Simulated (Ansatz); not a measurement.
Input, command and steps of an Ansatz relaxation.

```yaml
crystal:
  lattice:
    - [3.5313194737, 0.0, 0.0]
    - [0.0, 3.5313194737, 0.0]
    - [0.0, 0.0, 3.5313194737]
  atoms:
    - { symbol: Ti, position: [0.0, 0.0, 0.0] }
    - { symbol: Al, position: [0.5, 0.5, 0.0] }
    - { symbol: Al, position: [0.5, 0.0, 0.5] }
    - { symbol: Al, position: [0.0, 0.5, 0.5] }
basis:
  ecutwfc: 500
kpoints:
  mp_grid: { grid: [12, 12, 12] }
hamiltonian:
  xc: r2scan
scf:
  occupations: { method: gaussian, width: 0.1 }
output:
  forces: true
  stress: true
  eigenvalues: true
relax:
  adjacent_minimum: "off"
  f_tol: 0.008
  max_steps: 50
  cell: { stress_tol: 0.08, p_target: 90.0 }
```

```bash
ansatz run input.yaml --threads 1 --pin off --max-ram 2560MiB --backend cpu --events-out ev --progress --plain --runs-dir out
```

All numbers below come from Ansatz 0.2.0, DFT r2SCAN, scalar-relativistic, plane waves, PAW.

Of 4 frames 4 are shown, positions in Å and forces in eV/Å; the SCF threshold varies from step to step. Steps run on the plane waves of an earlier cell, with a Pulay correction in the pressure. The basis is chosen afresh for the last frame, the zero of the energies, and at times for earlier ones too; energy and pressure step there, also at an unchanged geometry. The relaxation lowers the enthalpy F + PV at the target pressure, so the free energy itself can rise.

```xyz
4
Lattice="3.5313 0.0000 0.0000 0.0000 3.5313 0.0000 0.0000 0.0000 3.5313" Properties=species:S:1:pos:R:3:forces:R:3 pbc="T T T" step=1 free_energy_over_end_meV_per_atom=-204.08 pressure_GPa=75.92
Ti    0.0000    0.0000    0.0000    0.0000    0.0000    0.0000
Al    1.7657    1.7657    0.0000    0.0000    0.0000    0.0000
Al    1.7657    0.0000    1.7657    0.0000    0.0000    0.0000
Al    0.0000    1.7657    1.7657    0.0000    0.0000    0.0000
4
Lattice="3.4873 0.0000 0.0000 0.0000 3.4873 0.0000 0.0000 0.0000 3.4873" Properties=species:S:1:pos:R:3:forces:R:3 pbc="T T T" step=2 free_energy_over_end_meV_per_atom=6.20 pressure_GPa=90.41
Ti    0.0000    0.0000    0.0000    0.0000    0.0000    0.0000
Al    1.7437    1.7437    0.0000    0.0000    0.0000    0.0000
Al    1.7437    0.0000    1.7437    0.0000    0.0000    0.0000
Al    0.0000    1.7437    1.7437    0.0000    0.0000    0.0000
4
Lattice="3.4886 0.0000 0.0000 0.0000 3.4886 0.0000 0.0000 0.0000 3.4886" Properties=species:S:1:pos:R:3:forces:R:3 pbc="T T T" step=3 free_energy_over_end_meV_per_atom=-0.10 pressure_GPa=89.99
Ti    0.0000    0.0000    0.0000    0.0000    0.0000    0.0000
Al    1.7443    1.7443    0.0000    0.0000    0.0000    0.0000
Al    1.7443    0.0000    1.7443    0.0000    0.0000    0.0000
Al    0.0000    1.7443    1.7443    0.0000    0.0000    0.0000
4
Lattice="3.4886 0.0000 0.0000 0.0000 3.4886 0.0000 0.0000 0.0000 3.4886" Properties=species:S:1:pos:R:3:forces:R:3 pbc="T T T" step=4 free_energy_over_end_meV_per_atom=0.00 pressure_GPa=89.99
Ti    0.0000    0.0000    0.0000    0.0000    0.0000    0.0000
Al    1.7443    1.7443    0.0000    0.0000    0.0000    0.0000
Al    1.7443    0.0000    1.7443    0.0000    0.0000    0.0000
Al    0.0000    1.7443    1.7443    0.0000    0.0000    0.0000
```

Time: 38 s on 1 thread of Arm Neoverse V1, on a shared host, peak memory 0.45 GiB.